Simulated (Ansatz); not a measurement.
CsBr (CsCl type)

```
CELL_PARAMETERS angstrom
      8.64696     0.00000     0.00000
      0.00000     4.32348     0.00000
      0.00000     0.00000     4.32348
ATOMIC_POSITIONS crystal
  Cs 0.00000 0.00000 0.00000
  Cs 0.50000 0.00000 0.00000
  Br 0.25000 0.50000 0.50000
  Br 0.75000 0.50000 0.50000
```

In this cell atom 4 (Br, nearest neighbour Cs at 3.744 Å; its periodic images, 4.3 Å or more away, move with it) is moved by u·(1.000, 0.000, 0.000) + v·(0.000, 1.000, 0.000); the rest is frozen.

Calculation: r2SCAN (plane waves to 500 eV, PAW, scalar-relativistic; Ansatz, an electronic-structure program). k mesh 3×6×6 (Γ-centred), Fermi-Dirac smearing 0.05 eV. Energies are smeared free energies. CsBr was relaxed with its symmetry unable to fall.

Changes of ΔE (meV/cell) from the point u = 0.000 Å, v = 0.000 Å when one coordinate moves alone (two changes are said to add if the coupling is within 5 % of the smaller one, nearly so within 20 %):

| point | change |
|---|---|
| u = 0.000 Å, v = -0.940 Å | 411.1 |
| u = 0.000 Å, v = -0.627 Å | 184.2 |
| u = 0.000 Å, v = -0.313 Å | 45.8 |
| u = -0.940 Å, v = 0.000 Å | 789.3 |
| u = -0.627 Å, v = 0.000 Å | 339.1 |
| u = -0.313 Å, v = 0.000 Å | 83.1 |
| u = 0.313 Å, v = 0.000 Å | 83.1 |
| u = 0.627 Å, v = 0.000 Å | 339.1 |
| u = 0.940 Å, v = 0.000 Å | 789.3 |
| u = 0.000 Å, v = 0.313 Å | 45.8 |
| u = 0.000 Å, v = 0.627 Å | 184.2 |
| u = 0.000 Å, v = 0.940 Å | 411.1 |

Do the two effects add at u = 0.940 Å, v = -0.627 Å? Give the computed change.

The sum of the single changes is 789.3 + (184.2) = 973.5; the calculation gives 1393.8, so the coupling contributes 420.3 (over 20 % of the smaller single change, not additive).

What is the change at u = -0.313 Å, v = 0.313 Å, where both move, and how far is it from the sum?

The sum of the single changes is 83.1 + (45.8) = 128.9; the calculation gives 141.1, so the coupling contributes 12.2 (over 20 % of the smaller single change, not additive).

(For displaced atoms, the force is minus the slope of the energy, and its curvature is a force constant, which sets phonon frequencies.)
